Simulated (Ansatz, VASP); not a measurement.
# BN: VASP beside Ansatz

Aim: how closely do two programs agree when they are given the same cell, functional and k mesh?

Method: plane waves, with VASP 6.6.1 beside it; band structure at HSE06 and band structure at PBE0, in Ansatz 0.2.0.

### 1. The structure

Symmetry: P6_3/mmc, No. 194, hexagonal system. Conventional cell: a = 2.504 Å, b = 2.504 Å, c = 6.661 Å, α = 90.00°, β = 90.00°, γ = 120.00°. Nearest to B lie 3 N at 1.45 Å. N has 3 B at 1.45 Å nearest. Farther neighbours and most contacts between anions are not listed.

Coordinates:

```xyz
4
Lattice="2.5040 0.0000 0.0000 -1.2520 2.1685 0.0000 0.0000 0.0000 6.6612" Properties=species:S:1:pos:R:3 pbc="T T T"
B     0.0000    1.4457    1.6653
B     1.2520    0.7228    4.9959
N     0.0000    1.4457    4.9959
N     1.2520    0.7228    1.6653
```

### 2. VASP: band structure, HSE06

Levels along a path test the potential and the projectors away from the mesh points.

Lines of VASP's logs that name or quote its potential files are left out, and so is its time.

The run reads the wave functions of an earlier VASP run, which isn't shown here.

INCAR reads:

```
SYSTEM = BN
PREC = Accurate
ENCUT = 520
EDIFF = 1E-06
NELM = 100
ISMEAR = 0
SIGMA = 0.02
LREAL = .FALSE.
ALGO = Normal
LHFCALC = .TRUE.
AEXX = 0.25
GGA = PE
HFSCREEN = 0.2
LASPH = .TRUE.
NBANDS = 14
PRECFOCK = Fast
LORBIT = 11
LWAVE = .FALSE.
LCHARG = .FALSE.
KPAR = 8
```

POSCAR reads:

```
BN
1.0
    2.5039900000      0.0000000000      0.0000000000
   -1.2519950000      2.1685189508      0.0000000000
    0.0000000000      0.0000000000      6.6612000000
B N
2 2
Direct
    0.3333333333      0.6666666667      0.2500000000
    0.6666666667      0.3333333333      0.7500000000
    0.3333333333      0.6666666667      0.7500000000
    0.6666666667      0.3333333333      0.2500000000
```

KPOINTS reads:

```
Automatic mesh
0
Gamma
6 6 2
0 0 0
```

KPOINTS_OPT reads:

```
Line mode
6
Line-mode
Reciprocal
  0.00000000   0.00000000   0.00000000 GAMMA
  0.50000000   0.00000000   0.00000000 M

  0.50000000   0.00000000   0.00000000 M
  0.33333333   0.33333333   0.00000000 K

  0.33333333   0.33333333   0.00000000 K
  0.00000000   0.00000000   0.00000000 GAMMA

  0.00000000   0.00000000   0.00000000 GAMMA
  0.00000000   0.00000000   0.50000000 A

  0.00000000   0.00000000   0.50000000 A
  0.50000000   0.00000000   0.50000000 L

  0.50000000   0.00000000   0.50000000 L
  0.33333333   0.33333333   0.50000000 H

  0.33333333   0.33333333   0.50000000 H
  0.00000000   0.00000000   0.50000000 A

  0.50000000   0.00000000   0.50000000 L
  0.50000000   0.00000000   0.00000000 M

  0.33333333   0.33333333   0.00000000 K
  0.33333333   0.33333333   0.50000000 H
```

PAW data sets: B and N (PBE family, release 64).

Run with:

```
$ mpirun -np 8 vasp_std
```

Numbers of over 12 decimals in the logs are rounded to 6 here.

Log:

```text
[banner, memory and clock lines left out]
running    8 mpi-ranks, on    1 nodes
 distrk:  each k-point on    1 cores,    8 groups
 distr:  one band on    1 cores,    1 groups

 POSCAR found type information on POSCAR B N
 POSCAR found :  2 types and       4 ions
|                                                                             |
|           W    W    AA    RRRRR   N    N  II  N    N   GGGG   !!!           |
|           W    W   A  A   R    R  NN   N  II  NN   N  G    G  !!!           |
|           W    W  A    A  R    R  N N  N  II  N N  N  G       !!!           |
|           W WW W  AAAAAA  RRRRR   N  N N  II  N  N N  G  GGG   !            |
|           WW  WW  A    A  R   R   N   NN  II  N   NN  G    G                |
|           W    W  A    A  R    R  N    N  II  N    N   GGGG   !!!           |
|                                                                             |
|     For optimal performance we recommend to set                             |
|       NCORE = 2 up to number-of-cores-per-socket                            |
|     NCORE specifies how many cores store one orbital (NPAR=cpu/NCORE).      |
|     This setting can greatly improve the performance of VASP for DFT.       |
|     The default, NCORE=1 might be grossly inefficient on modern             |
|     multi-core architectures or massively parallel machines. Do your        |
|     Unfortunately you need to use the default for GW and RPA                |
|     calculations (for HF NCORE is supported but not extensively tested      |
|     yet).                                                                   |
|                                                                             |

 LDA part: xc-table for (Slater+PW92), standard interpolation
 found WAVECAR, reading the header
 POSCAR, INCAR and KPOINTS ok, starting setup
 FFT: planning ... GRIDC
 FFT: planning ... GRID_SOFT
 FFT: planning ... GRID
 reading WAVECAR
 the WAVECAR file was read successfully
 initial charge from wavefunction
 entering main loop
       N       E                     dE             d eps       ncg     rms          rms(c)
DAV:   1    -0.408483029148E+02   -0.40848E+02   -0.38960E-01   422   0.636E+00    0.667E-01
DAV:   2    -0.408515248169E+02   -0.32219E-02   -0.86002E-03   464   0.739E-01    0.447E-01
DAV:   3    -0.408500409759E+02    0.14838E-02   -0.12780E-03   458   0.281E-01    0.258E-01
DAV:   4    -0.408497398666E+02    0.30111E-03   -0.39340E-04   440   0.154E-01    0.151E-01
DAV:   5    -0.408496536584E+02    0.86208E-04   -0.59529E-05   434   0.671E-02    0.854E-02
DAV:   6    -0.408496258232E+02    0.27835E-04   -0.20309E-05   458   0.417E-02    0.459E-02
DAV:   7    -0.408496187464E+02    0.70768E-05   -0.54610E-06   452   0.223E-02    0.248E-02
DAV:   8    -0.408496165935E+02    0.21530E-05   -0.96775E-07   268   0.104E-02    0.140E-02
DAV:   9    -0.408496159382E+02    0.65533E-06   -0.40503E-07   208   0.686E-03
   1 F= -.40849616E+02 E0= -.40849616E+02  d E =-.630860E-31
 Start KPOINTS_OPT (optional k-point list driver)
k-point batch [1-14\54]
       N       E                     dE             ncg
DAV:   1    -0.805671230339E+02   -0.90882E+04      392
DAV:   2    -0.132783118345E+04   -0.12473E+04      522
DAV:   3    -0.143149776889E+04   -0.10367E+03      452
DAV:   4    -0.143294488721E+04   -0.14471E+01      500
DAV:   5    -0.143296125124E+04   -0.16364E-01      512
DAV:   6    -0.143296146500E+04   -0.21376E-03      500
DAV:   7    -0.143296146955E+04   -0.45481E-05      398
DAV:   8    -0.143296146971E+04   -0.16144E-06      376
[...]
k-point batch [43-54\54]
       N       E                     dE             ncg
DAV:   1    -0.563130752986E+02   -0.10048E+05      336
DAV:   2    -0.100500718605E+04   -0.94869E+03      432
DAV:   3    -0.106739427162E+04   -0.62387E+02      408
DAV:   4    -0.106818495922E+04   -0.79069E+00      420
DAV:   5    -0.106819127190E+04   -0.63127E-02      414
DAV:   6    -0.106819132139E+04   -0.49491E-04      408
DAV:   7    -0.106819132190E+04   -0.50924E-06      306
```

From OUTCAR (step 2):

```text
ion  position               nearest neighbor table
   1  0.333  0.667  0.250-   4 1.45   4 1.45   4 1.45
   2  0.667  0.333  0.750-   3 1.45   3 1.45   3 1.45
   3  0.333  0.667  0.750-   2 1.45   2 1.45   2 1.45
   4  0.667  0.333  0.250-   1 1.45   1 1.45   1 1.45

  LATTYP: Found a hexagonal cell.
 ALAT       =     2.5039900000
 C/A-ratio  =     2.6602342661

 Subroutine GETGRP returns: Found 24 space group operations
 (whereof 12 operations were pure point group operations)

The static configuration has the point symmetry D_3d.
 The point group associated with its full space group is D_6h.

 Found     14 irreducible k-points:

   k-points           NKPTS =     14   k-points in BZ     NKDIM =     72   number of bands    NBANDS=     14

   dimension x,y,z NGX =    20 NGY =   20 NGZ =   50
   dimension x,y,z NGXF=    40 NGYF=   40 NGZF=  100

   ENCUT  =  520.0 eV  38.22 Ry    6.18 a.u.   4.66  4.66 12.39*2*pi/ulx,y,z

   NELECT =      16.0000    total number of electrons

 k-points in reciprocal lattice and weights: Automatic mesh
   0.00000000  0.00000000  0.00000000       0.014
   0.16666667  0.00000000  0.00000000       0.083
   0.33333333  0.00000000  0.00000000       0.083
   0.50000000  0.00000000  0.00000000       0.042
   0.16666667  0.16666667  0.00000000       0.083
   0.33333333  0.16666667  0.00000000       0.167
   0.33333333  0.33333333  0.00000000       0.028
   0.00000000  0.00000000  0.50000000       0.014
   0.16666667  0.00000000  0.50000000       0.083
[...]
0.33333333  0.16666667  0.50000000       0.167
   0.33333333  0.33333333  0.50000000       0.028

  exchange ACFDT corr.  =         0.00000000  see jH, gK, PRB 81, 115126

 average (electrostatic) potential at core
       1 -26.0662       2 -26.0662       3 -59.8016       4 -59.8016

 E-fermi :   1.5815

 k-point     1 :       0.0000    0.0000    0.0000
  band No.  band energies     occupation
    ...
      4      -3.0916      2.00000
      5      -0.1504      2.00000
      6      -0.1504      2.00000
      7      -0.1105      2.00000
      8      -0.1105      2.00000
      9       7.8611      0.00000
     10      13.4468      0.00000
     11      14.7466      0.00000
     12      14.7466      0.00000
     13      14.8839      0.00000
    ...

 k-point     2 :       0.1667    0.0000    0.0000
  band No.  band energies     occupation
    ...
      4      -2.3583      2.00000
      5      -2.2936      2.00000
      6      -2.2482      2.00000
      7      -1.1118      2.00000
      8      -1.0591      2.00000
      9       8.7878      0.00000
     10      12.9917      0.00000
     11      14.1044      0.00000
     12      14.5981      0.00000
     13      14.6304      0.00000
    ...

 k-point     3 :       0.3333    0.0000    0.0000
  band No.  band energies     occupation
    ...
      4      -6.1266      2.00000
      5      -2.5912      2.00000
      6      -2.5260      2.00000
      7      -2.2456      2.00000
      8      -0.4181      2.00000
      9       9.8509      0.00000
     10      10.7831      0.00000
     11      10.9577      0.00000
     12      13.2751      0.00000
     13      14.4649      0.00000
    ...

  energy-cutoff  :      520.00
  volume of cell :       36.17
      direct lattice vectors                 reciprocal lattice vectors
     2.503990000  0.000000000  0.000000000     0.399362617  0.230572115  0.000000000
    -1.251995000  2.168518951  0.000000000     0.000000000  0.461144229  0.000000000
     0.000000000  0.000000000  6.661200000     0.000000000  0.000000000  0.150123101

 POSITION                                       TOTAL-FORCE (eV/Angst)
 -----------------------------------------------------------------------------------
     -0.00000      1.44568      1.66530        -0.000000     -0.000000      0.000000
      1.25200      0.72284      4.99590        -0.000000      0.000000      0.000000
     -0.00000      1.44568      4.99590        -0.000000      0.000000     -0.000000
      1.25200      0.72284      1.66530         0.000000     -0.000000     -0.000000
 -----------------------------------------------------------------------------------
    total drift:                               -0.000000     -0.000000      0.000000

  FREE ENERGIE OF THE ION-ELECTRON SYSTEM (eV)
  ---------------------------------------------------
  free  energy   TOTEN  =       -40.8496159382 eV

  energy  without entropy=      -40.8496159382  energy(sigma->0) =      -40.84961594

 total charge
# of ion       s       p       d       tot
------------------------------------------
    1        0.750   1.410   0.000   2.160
    2        0.750   1.410   0.000   2.160
    3        1.229   2.812   0.000   4.041
    4        1.229   2.812   0.000   4.041
--------------------------------------------------
tot          3.958   8.445   0.000  12.403

[... 3 further parts left out ...]
```

The k-mesh is coarse for exact exchange; levels may shift by about 0.1 eV on a finer one.

[end of part 1 of 3]

[Lines on the potential files, build, host, timing and source positions are cut from VASP's logs without a mark.]

[Logs are printed without paths, hosts, clocks, repeated set-up lines and the standing remarks that a program may print on its own settings, such as how far it seeks lower states.]

[Hosts, paths, dates, database ids (printed as entryN), source tags and the programs' standing remarks are cut or masked in the printed files.]
